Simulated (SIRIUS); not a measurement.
Cu:

```
CELL_PARAMETERS angstrom
0.00000 1.80750 1.80750
1.80750 0.00000 1.80750
1.80750 1.80750 0.00000
ATOMIC_POSITIONS crystal
Cu 0.00000 0.00000 0.00000
```

Base run:

- Program: SIRIUS 7.12.0
- Functional: PW91
- Potentials or basis: PseudoDojo 0.4.1 PBE standard (scalar relativistic)
- Cutoff: 1254 eV
- Density cutoff: 5016 eV
- k mesh: 13 × 13 × 13
- Occupations: fermi-dirac, width 0.05 eV
- Spin: no spin polarisation

Its results: band gap on the k mesh none (metal or under the smearing width); pressure 0.9 GPa.

Task: After a change of settings the same cell gave: band gap on the k mesh none (metal or under the smearing width); pressure -3.5 GPa. Which change was it?
A. functional from PW91 to RGE2; libxc names from ["XC_GGA_X_PW91", "XC_GGA_C_PW91"] to ["XC_GGA_X_RGE2", "XC_GGA_C_RGE2"]
B. functional from PW91 to LDA-PZ; libxc names from ["XC_GGA_X_PW91", "XC_GGA_C_PW91"] to ["XC_LDA_X", "XC_LDA_C_PZ"]
C. functional from PW91 to AM05; libxc names from ["XC_GGA_X_PW91", "XC_GGA_C_PW91"] to ["XC_GGA_X_AM05", "XC_GGA_C_AM05"]
D. functional from PW91 to PBE; libxc names from ["XC_GGA_X_PW91", "XC_GGA_C_PW91"] to ["XC_GGA_X_PBE", "XC_GGA_C_PBE"]

Result: A.

Caveats: the potentials were made for another functional, which shifts forces and pressure.
